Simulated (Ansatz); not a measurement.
**P: changing the functional**

Symmetry: Cmce, No. 64, orthorhombic system. Conventional cell: a = 3.295 Å, b = 10.930 Å, c = 4.544 Å, α = 90.00°, β = 90.00°, γ = 90.00°. Around P (site symmetry m) lie 3 P at 2.20 to 2.25 Å.

Kept alike: task projected density of states; k mesh 5 × 5 × 4; occupations fermi-dirac, width 0.05 eV; no spin polarisation. Program: Ansatz, Ansatz PAW. Cutoffs run from 420 to 500 eV. The mesh is that of the run's cell of 4 atoms. No spin-orbit coupling.

| functional | pressure (GPa) |
| --- | --- |
| BLYP | 6.49 |
| HSE06 | -0.07 |
| LDA | -1.99 |
| PBE | 2.11 |
| PBE0 | -0.22 |
| PBEsol | -0.50 |
| RPBE | 3.92 |
| r2SCAN | 0.76 |
| r2SCAN0 | -0.78 |
| revPBE | 3.43 |

Pressure is positive in compression, with a Pulay correction for the finite cutoff. All rows use potentials made for PBE.

The pressure runs from -1.99 (LDA) to 6.49 GPa (BLYP). From PBE: BLYP +4.38; HSE06 -2.18; LDA -4.10; PBE0 -2.33; PBEsol -2.61; RPBE +1.81; r2SCAN -1.35; r2SCAN0 -2.89; revPBE +1.32.
